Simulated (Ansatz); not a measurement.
**PbF2: how the settings move a single-point run**

Question: which choices in the input matter for PbF2?

Method: reference: DFT, PBE, all-electron PAW with datasets made for the crystal, scalar-relativistic, in Ansatz 0.2.0.

### Step 1. The system as given

It takes space group Fm-3m (No. 225, cubic). Conventional cell: a = 5.916 Å, b = 5.916 Å, c = 5.916 Å, α = 90.00°, β = 90.00°, γ = 90.00°. Pb (site symmetry m-3m) has 8 F at 2.56 Å as nearest neighbours. F (site symmetry -43m) has 4 Pb at 2.56 Å as nearest neighbours.

Coordinates:

```cif
data_structure
_symmetry_space_group_name_H-M 'P 1'
_symmetry_Int_Tables_number 1
_cell_length_a 4.1832
_cell_length_b 4.1832
_cell_length_c 4.1832
_cell_angle_alpha 60.000
_cell_angle_beta 60.000
_cell_angle_gamma 60.000
_cell_volume 51.76
loop_
_atom_site_label
_atom_site_type_symbol
_atom_site_fract_x
_atom_site_fract_y
_atom_site_fract_z
_atom_site_occupancy
Pb1 Pb 0.00000 0.00000 0.00000 1
F1 F 0.75000 0.75000 0.75000 1
F2 F 0.25000 0.25000 0.25000 1
```

### Step 2. Baseline

File input.yaml:

```yaml
crystal:
  lattice:
    - [0.0, 2.9579484323, 2.9579484323]
    - [2.9579484323, 0.0, 2.9579484323]
    - [2.9579484323, 2.9579484323, 0.0]
  atoms:
    - { symbol: Pb, position: [0.0, 0.0, 0.0] }
    - { symbol: F, position: [0.75, 0.75, 0.75] }
    - { symbol: F, position: [0.25, 0.25, 0.25] }
kpoints:
  mp_grid: { grid: [7, 7, 7] }
scf:
  occupations: { method: fermi_dirac, width: 0.03 }
hamiltonian:
  xc: pbe
  pseudopotentials: { kind: all_electron, datasets: crystal }
output:
  forces: true
  stress: true
  eigenvalues: true
  efg: { contact_densities: true }
```

Launch:

```
$ ansatz run input.yaml --threads 1 --pin off --max-ram 3072MiB --backend cpu --events-out ev --progress --plain --runs-dir out
```

From the output:

```text
[...]
Basis set: ecut = 280 eV, 537 PW (Γ), exchange–correlation on 48×48×48 points (8 copies of the dense FFT grid, shifted against one another)
[...]
k-points: 20 of 343
[...]
SCF iter   1: F=—  HF=-573507.658272 eV  |F-HF|=—  |Δ(HF+E_count)|=         —  Δρ=1.01e-1  dr2=5.76e0  ethr=2.01e-2  ⟨swp⟩=2.0  Hψ=1694  notcnv=0
preconditioner: auto → none  [insulator: Δε(μ)=5.534 eV  Ē_g=17.893 eV  σ=0.030 eV  W_gap=1.00  n_scr=14 (ndim 8)  ℏωp=27.3 eV  f_vac=0.054  D(μ)=0.00/eV (n_scr^D=0)  ε∞_Penn≈3.3]
SCF iter   2: F=—  HF=-573506.294394 eV  |F-HF|=—  |Δ(HF+E_count)|=    1.36e0  Δρ=5.68e-2  dr2=1.10e0  ethr=2.01e-2  ⟨swp⟩=3.0  Hψ=963  notcnv=0  defer=1
[...]
SCF iter   7: F=—  HF=-573505.718065 eV  |F-HF|=—  |Δ(HF+E_count)|=   7.38e-5  Δρ=1.35e-5  dr2=6.00e-8  ethr=2.53e-9  ⟨swp⟩=3.9  Hψ=922  notcnv=0
SCF iter   8: F=-573505.718065 eV  HF=-573505.718065 eV  |F-HF|=4.17e-8  |Δ(HF+E_count)|=   4.66e-9  Δρ=7.81e-6  dr2=2.95e-8  ethr=2.14e-10  ⟨swp⟩=3.0  Hψ=863  notcnv=0
[...]
SCF converged after 8 iterations
Free energy (F): -573505.718064 eV
[...]
E sigma→0 (E₀):  -573505.718064 eV
[...]
Fermi energy:    10.119288 eV
[...]
  P = ⅓ Tr σ = 3.1609 GPa (31.609 kbar)
[...]
```

Wall time 5.1 s (1 thread of Arm Neoverse V1, shared host); peak memory 0.45 GiB.

### Step 3. Variant: dr2_threshold 1.0e-08, xc_grid 1

Changes to input.yaml since step 2:

```diff
@@ -13,2 +13,3 @@
   occupations: { method: fermi_dirac, width: 0.03 }
+  convergence: { dr2_threshold: 1.0e-08 }
 hamiltonian:
@@ -21 +22,3 @@
   efg: { contact_densities: true }
+basis:
+  xc_grid: 1
```

Launch:

```
$ ansatz run input.yaml --threads 1 --pin off --max-ram 3072MiB --backend cpu --events-out ev --progress --plain --runs-dir out
```

The program printed, cut to the lines that bear on the results:

```text
[...]
Pb: output.efg is read without spin–orbit coupling, which moves field gradients at and beside such atoms by some per cent and up to a factor of two; PAW files take it under magnetization.noncollinear and magnetization.spin_orbit
[...]
Pseudopotentials: kind: all_electron
Pseudopotential: Pb, paw, valence charge 22, recommended cutoff 280 eV (normal), Koelling and Harmon's equation, gaussian nucleus
Pseudopotential: F, paw, valence charge 7, recommended cutoff 280 eV (normal), Koelling and Harmon's equation, gaussian nucleus
Functional definition: PBE
[...]
Crystal: 3 atoms, lattice volume = 51.761 Å³
Basis set: ecut = 280 eV, 537 PW (Γ)
Bands: 18, of which v1, the nominal top of the filled ones, is band 14 counted from 1 (13 counted from 0)
Symmetry: 48 space group operations
Space group: Fm-3m (ITA 225), of the structure as read, at distance tolerance 3.7e-5 Å
k-points: 20 of 343
[...]
SCF iter   1: F=—  HF=-573507.658272 eV  |F-HF|=—  |Δ(HF+E_count)|=         —  Δρ=1.01e-1  dr2=5.76e0  ethr=2.01e-2  ⟨swp⟩=2.0  Hψ=1694  notcnv=0
[...]
SCF iter   9: F=-573505.718141 eV  HF=-573505.718141 eV  |F-HF|=2.91e-9  |Δ(HF+E_count)|=   2.25e-8  Δρ=1.88e-6  dr2=1.79e-9  ethr=1.09e-10  ⟨swp⟩=3.0  Hψ=777  notcnv=0
[...]
SCF converged after 9 iterations
Free energy (F): -573505.718140 eV
[...]
E sigma→0 (E₀):  -573505.718140 eV
[...]
In the spheres:  the bands' charges fall short by 3.8e-7 e at most (sound up to 1e-3), those of shells solved beside the bands by 6.6e-8 e (sound up to 5e-4)
Fermi energy:    10.119130 eV
[...]
  The terms above E_closure are by the made datasets' own strengths, without shells solved beside the bands.
--- Forces (eV/Å), atoms counted from 1 ---
  atom   1  Pb    -0.00000000     0.00000000     0.00000000
  atom   2  F     -0.00000000     0.00000000     0.00000000
  atom   3  F     -0.00000000     0.00000000     0.00000000
[...]
--- Stress (GPa, compression-positive) ---
        3.160115       0.000000       0.000000
        0.000000       3.160115       0.000000
       -0.000000      -0.000000       3.160115
  P = ⅓ Tr σ = 3.1601 GPa (31.601 kbar)
  It holds what live shells' own plane waves past their cutoff add
--- PAW observables at the nuclei: V_zz in 10²¹ V/m², potentials from the cell's mean, atoms counted from 1 ---
  atom   1  Pb V_zz =    -0.000000   η = 0.0000   by run symmetry: forbidden
            electrostatic potential = -17476.877358 V   contact ρ = 16521784.802669 e/Å³
  atom   2  F  V_zz =    -0.000000   η = 0.0000   by run symmetry: forbidden
            electrostatic potential = -740.713153 V   contact ρ = 3129.606978 e/Å³
  atom   3  F  V_zz =    +0.000000   η = 0.0000   by run symmetry: forbidden
            electrostatic potential = -740.713153 V   contact ρ = 3129.606978 e/Å³
--- Band table (eV; the first three rows and the last of 20) ---
  k-point 0: bands = ["-13.2802", "-12.6517", "-6.5883", "-6.5883", "-6.5883", "-6.5280", "-6.5280", "3.2294", "5.3498", "5.3498", "5.3498", "5.8464", "5.8464", "5.8464", "14.6506", "14.6506"]
[...]
```

Run time: 4.7 s. Hardware: 1 thread of Arm Neoverse V1, shared host; peak memory 0.45 GiB.

Changing the convergence setting and numerical grids leaves the energy as it was (0.0 meV/atom).

### Step 4. Changed: dr2_threshold 1.0e-06

Changes to input.yaml since step 2:

```diff
@@ -13,2 +13,3 @@
   occupations: { method: fermi_dirac, width: 0.03 }
+  convergence: { dr2_threshold: 1.0e-06 }
 hamiltonian:
```

Launch:

```
$ ansatz run input.yaml --threads 1 --pin off --max-ram 3072MiB --backend cpu --events-out ev --progress --plain --runs-dir out
```

The program printed, cut to the lines that bear on the results:

```text
Warning: scf.convergence.dr2_threshold = 1e-6 eV is looser than this run's default, which is 1e-7 eV or tighter. The error in the forces grows as the threshold's square root, so leave the key out unless less accurate forces are enough
Warning: output.stress: scf.convergence.dr2_threshold = 1e-6 eV is looser than the 9.375e-8 eV advised for a printed stress on datasets or a basis made for the crystal, by an estimate of what a threshold leaves in their stress. Set scf.convergence.dr2_threshold to 9.375e-8 eV or tighter
[...]
Pb: output.efg is read without spin–orbit coupling, which moves field gradients at and beside such atoms by some per cent and up to a factor of two; PAW files take it under magnetization.noncollinear and magnetization.spin_orbit
[...]
[... 4 set-up lines as earlier in the session ...]
[...]
--- Forces (eV/Å), atoms counted from 1 ---
  atom   1  Pb    -0.00000000    -0.00000000    -0.00000000
  atom   2  F     -0.00000000    -0.00000000    -0.00000000
  atom   3  F     -0.00000000     0.00000000     0.00000000
[...]
--- Stress (GPa, compression-positive) ---
        3.162533      -0.000000       0.000000
        0.000000       3.162533      -0.000000
        0.000000       0.000000       3.162533
  P = ⅓ Tr σ = 3.1625 GPa (31.625 kbar)
  It holds what live shells' own plane waves past their cutoff add
--- PAW observables at the nuclei: V_zz in 10²¹ V/m², potentials from the cell's mean, atoms counted from 1 ---
  atom   1  Pb V_zz =    -0.000000   η = 0.0000   by run symmetry: forbidden
            electrostatic potential = -17476.882417 V   contact ρ = 16521784.953819 e/Å³
  atom   2  F  V_zz =    +0.000000   η = 0.0000   by run symmetry: forbidden
            electrostatic potential = -740.713417 V   contact ρ = 3129.608768 e/Å³
  atom   3  F  V_zz =    -0.000000   η = 0.0000   by run symmetry: forbidden
            electrostatic potential = -740.713417 V   contact ρ = 3129.608768 e/Å³
--- Band table (eV; the first three rows and the last of 20) ---
  k-point 0: bands = ["-13.2804", "-12.6518", "-6.5871", "-6.5871", "-6.5871", "-6.5268", "-6.5268", "3.2301", "5.3496", "5.3496", "5.3496", "5.8462", "5.8462", "5.8462", "14.6511", "14.6511"]
[...]
```

Wall time 4.4 s (1 thread of Arm Neoverse V1, shared host); peak memory 0.45 GiB.

With the changed convergence setting the energy agrees within 0.5 meV/atom. Cost: 7 SCF cycles against 8.

### Step 5. All runs together

```csv
run,ending,energy change,pressure (GPa),gap (eV),force (eV/Å),cycles,time
reference,converged,0,3.2,4.46,0.00,8,5.1 s
"1: dr2_threshold 1.0e-08, xc_grid 1",converged,0.0 meV/atom,3.2,4.46,0.00,9,4.7 s
2: dr2_threshold 1.0e-06,converged,0.0 meV/atom,3.2,4.46,0.00,7,4.4 s
```

Residual by cycle in the longest SCF loop of each run; runs are numbered as in the table. The quantity is the density residual dr2, in eV.

```csv
cycle,reference,run 1,run 2
1,5.76,5.76,5.76
2,1.1,1.1,1.1
3,0.122,0.122,0.122
4,0.00727,0.00727,0.00727
5,2.4e-4,2.4e-4,2.4e-4
6,7.1e-7,7.1e-7,9.0e-7
7,6.0e-8,7.8e-8,1.0e-7
8,2.9e-8,3.1e-8,-
9,-,1.8e-9,-
```

**Reading.** Of the converged runs whose energies compare with the reference's, none moves it noticeably. The gap of the reference lacks spin-orbit coupling, though the cell holds Pb.

These are semilocal Kohn-Sham gaps, which aren't the measured quantity. Such gaps usually fall short of the measured ones; spin-orbit coupling, left out here, narrows gaps with Pb, so the two errors partly cancel.
